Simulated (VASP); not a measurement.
## In under changes of volume

One of the cells (27.071 Å³/atom); the others are scaled copies at fixed shape and fractional positions:

```xyz
2
Lattice="3.3576 0.0000 0.0000 -1.6788 2.9077 0.0000 0.0000 0.0000 5.5456" Properties=species:S:1:pos:R:3 pbc="T T T"
In    1.6788    0.9692    4.1592
In    0.0000    1.9385    1.3864
```

This isn't the form of In at room conditions, which is tetragonal.

| Item | Value |
| --- | --- |
| Program | VASP 6.6.1 |
| Functional | PBE |
| Potentials or basis | VASP PAW PBE potentials, release 64 (In_d) |
| Cutoff | 520 eV |
| k mesh | 9 × 9 × 5 |
| Occupations | fermi-dirac, width 0.05 eV |
| Spin | no spin polarisation |

```csv
volume (Å³/atom),energy over the lowest point (meV/atom),pressure (GPa)
24.948,33.45,4.5
25.478,?,?
26.009,10.98,2.3
27.071,1.23,0.7
27.602,0.00,0.1
28.133,0.66,-0.5
```

Q: What does the run at 25.478 Å³/atom give?

A: Energy over the lowest point 20.41 meV/atom; pressure 3.4 GPa.

Worked out: A Birch-Murnaghan fit of order 3 (a polynomial in V^(-2/3)) to the other rows has its minimum at 27.67 Å³/atom with B0 = V·E''(V) = 29 GPa (rough, since the energies scatter) at fixed shape and positions, which overstates the stiffness. It gives 20.37 meV/atom at 25.478 Å³/atom, against the run's 20.41, and -dE/dV = 3.4 GPa, against 3.4.

Energies are extrapolated to zero smearing.
